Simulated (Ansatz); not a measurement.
# Ga under changes of volume

One of the cells (18.685 Å³/atom); the others are scaled copies at fixed shape and fractional positions:

```
Ga
1.0
     1.45000   -4.06500    0.00000
     1.45000    4.06500    0.00000
     0.00000    0.00000    3.17000
Ga
2
Direct
  0.13300 0.86700 0.75000
  0.86700 0.13300 0.25000
```

This isn't the form of Ga at room conditions, which is orthorhombic.

| Quantity | Value |
| --- | --- |
| Program | Ansatz 0.2.0 |
| Functional | LDA |
| Potentials or basis | Ansatz PAW |
| Cutoff | 420 eV (not typed: the program's choice for these potentials) |
| k mesh | 10 × 10 × 8 |
| Occupations | fermi-dirac, width 0.05 eV |
| Spin | no spin polarisation |

```tsv
volume (Å³/atom)	energy over the lowest point (meV/atom)	pressure (GPa)	largest force (eV/Å)
17.564	0.00	-0.8	0.224
17.937	3.25	-2.0	0.216
18.311	9.32	-3.1	0.208
18.685	17.84	-4.1	0.200
19.058	?	?	?
19.432	40.95	-5.6	0.182
19.806	54.96	-6.3	0.172
```

Q: What does the run at 19.058 Å³/atom give?

A: Energy over the lowest point 28.48 meV/atom; pressure -4.9 GPa; largest force 0.191 eV/Å.

Worked out: A Birch-Murnaghan fit of order 3 (a polynomial in V^(-2/3)) to the other rows has its minimum at 17.38 Å³/atom, just outside them, with B0 = V·E''(V) = 70 GPa and B' = 5.7 at fixed shape and positions, which overstates the stiffness. It gives 28.47 meV/atom at 19.058 Å³/atom, against the run's 28.48, and -dE/dV = -5.0 GPa, against -4.9.

Energies are extrapolated to zero smearing.

Caveats: the PAW data sets come from PBE, with cores solved anew for the run's functional, which leaves a small shift of forces and pressure.
